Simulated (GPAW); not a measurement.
# AlN (Fm-3m) in GPAW: notebook

The runs below take AlN through single point, with PBE.

Everything below comes from runs of GPAW 26.7.0. Logs are shortened: lines on timing, memory, paths and dates and some standing lists are left out, and cuts for length are marked. The log counts tension as positive stress, the text compression.

## (1) The crystal as given

The structure is cubic, space group Fm-3m (No. 225). Conventional cell: a = 4.069 Å, b = 4.069 Å, c = 4.069 Å, α = 90.00°, β = 90.00°, γ = 90.00°. Al (site symmetry m-3m) has 6 N at 2.03 Å as nearest neighbours. Around N (site symmetry m-3m) lie 6 Al at 2.03 Å.

Measurements of this composition are mostly on another form, of space group No. 186.

## (2) Single point, PBE

File run.py:

```python
from ase import Atoms
from ase.dft.bandgap import bandgap
from ase.io import write
from ase.units import GPa
from gpaw import GPAW, PW

atoms = Atoms(['Al', 'N'],
              cell=[[0.0, 2.034518, 2.034518],
                    [2.034518, 0.0, 2.034518],
                    [2.034518, 2.034518, 0.0]],
              scaled_positions=[[0.5, 0.5, 0.5],
                                [0.0, 0.0, 0.0]],
              pbc=True)

calc = GPAW(mode=PW(600),
            xc='PBE',
            kpts={'size': (9, 9, 9), 'gamma': True},
            occupations={'name': 'fermi-dirac', 'width': 0.05},
            nbands=11,
            maxiter=120,
            txt='gpaw.txt')
atoms.calc = calc
energy = atoms.get_potential_energy()
forces = atoms.get_forces()
stress = atoms.get_stress()
calc.write('gs.gpw')
write('result.traj', atoms)
print(f'Energy: {energy:.6f} eV')
print('Forces (eV/A):')
print(forces.round(4))
print('Stress (GPa):', (stress / GPa).round(3))
print('Fermi level:', round(calc.get_fermi_level(), 4), 'eV')
print(f'Gap: {bandgap(calc)[0]:.4f} eV, direct: {bandgap(calc, direct=True)[0]:.4f} eV')
```

Potentials or basis: GPAW PAW data sets (gpaw-data 1.2.1), pw.

Launch:

```bash
$ OMP_NUM_THREADS=1 python run.py
```

gpaw.txt:

```text
__  _  _
 | _ |_)|_||  |
 |__||  | ||/\| - 26.7.0

Input parameters:
  mode=PW(ecut=600.0),
  kpts=MonkhorstPack(size=(9, 9, 9), gamma=True),
  maxiter=120,
  nbands=11,
  occupations=Occupations(name='fermi-dirac', width=0.05),
  xc=XC(name='PBE')

Diagonalizing LCAO Hamiltonian
Converting LCAO to pw mode

              Al

       N

Atoms  # Å, Bohr magnetons
|   | symbol |        x |        y |        z |    initial magnetic moments |
|---|--------|----------|----------|----------|-----------------------------|
| 0 |     Al | 2.034518 | 2.034518 | 2.034518 | ( 0.0000,  0.0000,  0.0000) |
| 1 |      N | 0.000000 | 0.000000 | 0.000000 | ( 0.0000,  0.0000,  0.0000) |

Unit cell  # Å
| periodic |        x |        y |        z |  lengths |    angles |
|----------|----------|----------|----------|----------|-----------|
|      yes | 0.000000 | 2.034518 | 2.034518 | 2.877243 | 60.000000 |
|      yes | 2.034518 | 0.000000 | 2.034518 | 2.877243 | 60.000000 |
|      yes | 2.034518 | 2.034518 | 0.000000 | 2.877243 | 60.000000 |

Number of symmetries: 48
Symmetry operations  # r_c * U_cc + t_c -> r_c
|    | kind |            matrix            |
|----|------|------------------------------|
|  0 |  σ   |  1, 0, 0,  1, 0,-1,  1,-1, 0 |
|  1 |  C2  |  1, 0, 0,  1,-1, 0,  1, 0,-1 |
|  2 |  E   |  1, 0, 0,  0, 1, 0,  0, 0, 1 |
|  3 |  σ   |  1, 0, 0,  0, 0, 1,  0, 1, 0 |
|  4 |  C4  |  1, 0,-1,  1, 0, 0,  1,-1, 0 |
|  5 |  S6  |  1, 0,-1,  1,-1, 0,  1, 0, 0 |
|  6 |  σ   |  1, 0,-1,  0, 1,-1,  0, 0,-1 |
|  7 |  C3  |  1, 0,-1,  0, 0,-1,  0, 1,-1 |
|  8 |  S6  |  1,-1, 0,  1, 0, 0,  1, 0,-1 |
|  9 |  C4  |  1,-1, 0,  1, 0,-1,  1, 0, 0 |
| 10 |  C3  |  1,-1, 0,  0,-1, 1,  0,-1, 0 |
| 11 |  σ   |  1,-1, 0,  0,-1, 0,  0,-1, 1 |
| 12 |  σ   |  0, 1, 0,  1, 0, 0,  0, 0, 1 |
| 13 |  C4  |  0, 1, 0,  0, 1,-1, -1, 1, 0 |
| 14 |  C3  |  0, 1, 0,  0, 0, 1,  1, 0, 0 |
| 15 |  S6  |  0, 1, 0, -1, 1, 0,  0, 1,-1 |
| 16 |  C2  |  0, 1,-1,  1, 0,-1,  0, 0,-1 |
| 17 |  σ   |  0, 1,-1,  0, 1, 0, -1, 1, 0 |
| 18 |  S4  |  0, 1,-1,  0, 0,-1,  1, 0,-1 |
| 19 |  C4  |  0, 1,-1, -1, 1, 0,  0, 1, 0 |
| 20 |  C3  |  0, 0, 1,  1, 0, 0,  0, 1, 0 |
| 21 |  σ   |  0, 0, 1,  0, 1, 0,  1, 0, 0 |
| 22 |  S6  |  0, 0, 1,  0,-1, 1, -1, 0, 1 |
| 23 |  C4  |  0, 0, 1, -1, 0, 1,  0,-1, 1 |
| 24 |  S4  |  0, 0,-1,  1, 0,-1,  0, 1,-1 |
| 25 |  C3  |  0, 0,-1,  0, 1,-1,  1, 0,-1 |
| 26 |  C2  |  0, 0,-1,  0,-1, 0, -1, 0, 0 |
| 27 |  S6  |  0, 0,-1, -1, 0, 0,  0,-1, 0 |
| 28 |  S4  |  0,-1, 1,  1,-1, 0,  0,-1, 0 |
| 29 |  C4  |  0,-1, 1,  0, 0, 1, -1, 0, 1 |
| 30 |  C2  |  0,-1, 1,  0,-1, 0,  1,-1, 0 |
| 31 |  σ   |  0,-1, 1, -1, 0, 1,  0, 0, 1 |
| 32 |  C3  |  0,-1, 0,  1,-1, 0,  0,-1, 1 |
| 33 |  S6  |  0,-1, 0,  0, 0,-1, -1, 0, 0 |
| 34 |  S4  |  0,-1, 0,  0,-1, 1,  1,-1, 0 |
| 35 |  C2  |  0,-1, 0, -1, 0, 0,  0, 0,-1 |
| 36 |  C2  | -1, 1, 0,  0, 1, 0,  0, 1,-1 |
| 37 |  S6  | -1, 1, 0,  0, 1,-1,  0, 1, 0 |
| 38 |  S4  | -1, 1, 0, -1, 0, 1, -1, 0, 0 |
| 39 |  C3  | -1, 1, 0, -1, 0, 0, -1, 0, 1 |
| 40 |  S6  | -1, 0, 1,  0, 0, 1,  0,-1, 1 |
| 41 |  C2  | -1, 0, 1,  0,-1, 1,  0, 0, 1 |
| 42 |  C3  | -1, 0, 1, -1, 1, 0, -1, 0, 0 |
| 43 |  S4  | -1, 0, 1, -1, 0, 0, -1, 1, 0 |
| 44 |  C2  | -1, 0, 0,  0, 0,-1,  0,-1, 0 |
| 45 |  i   | -1, 0, 0,  0,-1, 0,  0, 0,-1 |
| 46 |  σ   | -1, 0, 0, -1, 1, 0, -1, 0, 1 |
| 47 |  C2  | -1, 0, 0, -1, 0, 1, -1, 1, 0 |

BZ-sampling:
  Number of BZ points: 729
  Number of IBZ points: 35

  Monkhorst-Pack size: [9, 9, 9]
  Monkhorst-Pack shift: [0, 0, 0]

K-points  # in reciprocal-cell coordinates
|     |                                coordinates |     weight |
|-----|--------------------------------------------|------------|
|   0 | (  0.00000000,   0.00000000,   0.00000000) | 0.00137174 |
|   1 | (  0.11111111,   0.11111111,   0.00000000) | 0.00823045 |
|   2 | (  0.11111111,   0.11111111,   0.11111111) | 0.01097394 |
|   3 | (  0.22222222,   0.11111111,   0.11111111) | 0.01646091 |
|   4 | (  0.22222222,   0.22222222,   0.00000000) | 0.00823045 |
|   5 | (  0.22222222,   0.22222222,   0.11111111) | 0.03292181 |
|   6 | (  0.22222222,   0.22222222,   0.22222222) | 0.01097394 |
|   7 | (  0.33333333,   0.22222222,   0.11111111) | 0.03292181 |
|   8 | (  0.33333333,   0.22222222,   0.22222222) | 0.03292181 |
|   9 | (  0.33333333,   0.33333333,  -0.33333333) | 0.01646091 |
| ... |                                            |            |
|  34 | (  0.44444444,   0.44444444,   0.44444444) | 0.01097394 |

Plane wave coefficients: 571
Cutoff: 600.0 eV

Spin-components: 1 (collinear spins)
Bands:           11
Projectors:      10
Spin-degeneracy: 2
Datatype:        complex128

Parallelization:
  kpt:    1
  domain: 1
  band:   1

Density:
  Valence electrons: 8.0
  Components: 1
  Grid points: [18 18 18]
  Charge: 0.0  # |e|

Potential:
  Grid points: [18 18 18]

species:
  Al:
    name:    Aluminium
    Z:       13.0
    valence: 3
    core:    10
    charge:  0.0  # [|e|]
    compensation charges:
      type: gauss
      rc: 0.34  # [Å]
      lmax: 2
    cutoffs:
      filter: 1.91  # [Å]
      core: 2.36  # [Å]
    projectors
    | kind |    occ | energy [eV] | rcut [Å] |
    |------|--------|-------------|----------|
    |   3s |  2.000 |      -7.753 |    1.085 |
    |   3p |  1.000 |      -2.712 |    1.085 |
    |    s |        |      19.459 |    1.085 |
    |    p |        |      24.499 |    1.085 |
    |    d |        |       0.000 |    1.085 |

    Using partial waves for Al as LCAO basis

  N:
    name:    Nitrogen
    Z:       7.0
    valence: 5
    core:    2
    charge:  0.0  # [|e|]
    compensation charges:
      type: gauss
      rc: 0.18  # [Å]
      lmax: 2
    cutoffs:
      filter: 1.11  # [Å]
      core: 0.96  # [Å]
    projectors
    | kind |    occ | energy [eV] | rcut [Å] |
    |------|--------|-------------|----------|
    |   2s |  2.000 |     -18.583 |    0.603 |
    |   2p |  3.000 |      -7.089 |    0.529 |
    |    s |        |       8.629 |    0.603 |
    |    p |        |      20.123 |    0.529 |
    |    d |        |       0.000 |    0.577 |

    Using partial waves for N as LCAO basis

Reference energy: -8085.144769  # eV

eigensolver:
  PPCG
  Converge bands: occupied
  niter=2

density mixing:
  MSR1-Mixer
  Pratt-step length: 0.05
  Maximum mixing coefficient: 0.75
  Old densities: 10
  SVD Regularization: 0.005
  Good broyden scale: 1.0
  Trust region scale: 1.0
  Backstep threshold: 4.0
  History deletion threshold: 6.0
  Fourier metric: weight=20.0, sigma=0.015

occupation numbers:
  Fermi-Dirac:
    width: 0.0500  # eV

poisson solver:
  ecut: 4800.0  # eV

xc functional:
  name: PBE with 2 nearest neighbor stencil

convergence criteria:
- Maximum [total energy] change in last 3 cyles: 0.0005 eV / valence electron
- Maximum integral of absolute [dens]ity change: 0.0001 electrons / valence electron
- Maximum integral of absolute [eigenst]ate change: 4e-08 eV^2 / valence electron
maximum number of iterations: 120

SCF iterations
|iter     | |      energy | eigst |  dens |
|---------|-|-------------|-------|-------|
|iter:   1| |  -15.758180 | -0.11 |       |
|iter:   2| |  -15.409819 | -2.47 | -0.63 |
|iter:   3| |  -14.350987 | -1.14 | -0.68 |
|iter:   4| |  -14.363729 | -3.51 | -1.34 |
|iter:   5| |  -14.369384 | -3.78 | -1.65 |
|iter:   6| |  -14.369426 | -5.78 | -2.87 |
|iter:   7| |  -14.369433c| -6.59 | -3.26 |
|iter:   8| |  -14.369433c| -7.98c| -4.90c|

Converged in 8 steps
Energy contributions relative to reference atoms: (reference = -8085.144769)

Energy contributions:
  Kinetic:          11.630743
  Coulomb:          -8.185250
  Zero:             -0.020279
  External:          0.000000
  Xc:              -17.794648
  Entropy:          -0.000000
  Spinorbit:         0.000000
  ----------------------------
  Free energy:     -14.369433
  Extrapolated:    -14.369433

dipole moment: (-10.092984, -10.092984, -10.092984)  # |e|*Ang

Fermi level: 10.701
Eigenvalues  # (at kpt = [0.000, 0.000, 0.000])
| band index |      eig [eV] | occ [0-2] |
|------------|---------------|-----------|
|          0 |        -7.666 |     2.000 |
|          1 |         9.768 |     2.000 |
|          2 |         9.768 |     2.000 |
|          3 |         9.768 |     2.000 |
|          4 |        15.123 |     0.000 |
|          5 |        21.826 |     0.000 |
|          6 |        21.826 |     0.000 |
|          7 |        21.826 |     0.000 |
|          8 |        27.032 |     0.000 |
|          9 |        27.424 |     0.000 |
|         10 |        28.337 |     0.000 |

Gap: 4.599 eV
Transition (v -> c):
  (s=0, k=0, n=3, [0.00, 0.00, 0.00]) -> (s=0, k=30, n=4, [0.44, 0.44, 0.00])
Direct/indirect transitions are different
Direct gap: 5.355 eV
Transition at: (s=0, k=0, n=3, [0.00, 0.00, 0.00])

Forces  # eV/Ang
|       x |       y |        z |
|---------|---------|----------|
| 0.00000 | 0.00000 | -0.00000 |  # Al   0
| 0.00000 | 0.00000 |  0.00000 |  # N    1

Stress tensor  # eV/Ang^3
|         x |         y |         z |
|-----------|-----------|-----------|
|  0.039328 | -0.000000 | -0.000000 |
| -0.000000 |  0.039328 |  0.000000 |
| -0.000000 |  0.000000 |  0.039328 |

# Writing to gs.gpw (mode='')
```

Run time: 4.4 s. Hardware: 1 thread of Intel Xeon 6975P-C (Granite Rapids), shared host; peak memory 0.13 GiB.

Results:

```yaml
Free_energy: -14.3694 eV
Pressure: -6.3 GPa
Band_gap_on_the_k_mesh: 4.60 eV, indirect (least direct gap 5.35 eV)
```

Levels at points of the mesh, in eV from the valence-band top:
```csv
k point,band 2,band 3,band 4,band 5,band 6,band 7
"(0.00, 0.00, 0.00)",0.00,0.00,0.00,5.35,12.06,12.06
```

Caveat: the cutoff is short for stress and forces, so pressures can be off by a GPa or more; an odd mesh through Γ misses points on the zone boundary, where band edges often lie.

## (3) Single point, PBE

File run.py:

```python
from ase.dft.bandgap import bandgap
from ase.io import write
from ase.spacegroup import crystal
from ase.units import GPa
from gpaw import GPAW, PW, setup_paths

setup_paths.insert(0, '.')

# Al 4b
# N 4a
atoms = crystal(['Al', 'N'],
                basis=[[0.5, 0.0, 0.0],
                       [0.0, 0.0, 0.0]],
                spacegroup=225, setting=1,  # Fm-3m
                cellpar=[4.069036, 4.069036, 4.069036, 90.0, 90.0, 90.0],
                primitive_cell=True)

calc = GPAW(mode=PW(800),
            xc='PBE',
            kpts={'size': (9, 9, 9), 'gamma': True},
            occupations={'name': 'fermi-dirac', 'width': 0.05},
            setups='sg15',
            nbands=-7,
            maxiter=120,
            txt='gpaw.txt')
atoms.calc = calc
energy = atoms.get_potential_energy()
forces = atoms.get_forces()
stress = atoms.get_stress()
calc.write('gs.gpw')
write('result.traj', atoms)
print(f'Energy: {energy:.6f} eV')
print('Forces (eV/A):')
print(forces.round(4))
print('Stress (GPa):', (stress / GPa).round(3))
print('Fermi level:', round(calc.get_fermi_level(), 4), 'eV')
print(f'Gap: {bandgap(calc)[0]:.4f} eV, direct: {bandgap(calc, direct=True)[0]:.4f} eV')
```

Potentials or basis: SG15 ONCV 1.2, pw.

Launch:

```bash
$ OMP_NUM_THREADS=1 python run.py
```

It took 9.6 s on 1 thread of Arm Neoverse V1, shared host; peak memory 0.15 GiB.

It converged, with:

| Quantity | Value |
| --- | --- |
| Free energy | -2156.3802 eV |
| Pressure | -6.8 GPa |
| Band gap on the k mesh | 4.68 eV, indirect (least direct gap 5.44 eV) |

Levels at points of the mesh, in eV from the valence-band top:
```csv
k point,band 5,band 6,band 7,band 8,band 9,band 10,band 11
"(0.00, 0.00, 0.00)",-17.35,0.00,0.00,0.00,5.44,12.26,12.26
```

Caveat: an odd mesh through Γ misses points on the zone boundary, where band edges often lie. As with any semilocal functional, this PBE gap is likely too small.
